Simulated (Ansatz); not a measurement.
# AlN under changes of volume

One of the cells (10.451 Å³/atom); the others are scaled copies at fixed shape and fractional positions:

```
Al N
1.0
     3.11300    0.00000    0.00000
    -1.55650    2.69594    0.00000
     0.00000    0.00000    4.98100
Al N
2 2
Cartesian
  1.5565 0.8986 2.4905
  0.0000 1.7973 0.0000
  1.5565 0.8986 4.3833
  0.0000 1.7973 1.8928
```

```yaml
Program: Ansatz 0.2.0
Functional: LDA
Potentials_or_basis: Ansatz PAW
Cutoff: "420 eV (not typed: the program's choice for these potentials)"
k_mesh: 10 × 10 × 6
Occupations: fermi-dirac, width 0.05 eV
Spin: no spin polarisation
```

```tsv
volume (Å³/atom)	energy over the lowest point (meV/atom)	pressure (GPa)	gap on the mesh (eV)	largest force (eV/Å)
9.824	10.33	8.8	4.79	0.166
10.033	2.10	3.9	4.60	0.148
10.242	0.00	-0.6	4.42	0.132
10.451	?	?	?	?
10.660	11.95	-8.3	4.07	0.102
10.869	25.01	-11.6	3.90	0.089
11.078	42.18	-14.6	3.73	0.076
```

Question: What does the run at 10.451 Å³/atom give?

Answer: Energy over the lowest point 3.47 meV/atom; pressure -4.6 GPa; gap on the mesh 4.24 eV; largest force 0.117 eV/Å.

Worked out: A Birch-Murnaghan fit of order 3 (a polynomial in V^(-2/3)) to the other rows has its minimum at 10.21 Å³/atom with B0 = V·E''(V) = 211 GPa and B' = 3.9 at fixed shape and positions, which overstates the stiffness. It gives 3.46 meV/atom at 10.451 Å³/atom, against the run's 3.47, and -dE/dV = -4.6 GPa, against -4.6. A straight line through the other rows of the gap, of slope -8.8 eV per unit of ln V (its deformation potential), gives 4.24 eV, against the run's 4.24.

Energies are extrapolated to zero smearing.

Caveats: the PAW data sets come from PBE, with cores solved anew for the run's functional, which leaves a small shift of forces and pressure.

A mesh can miss the band edges.
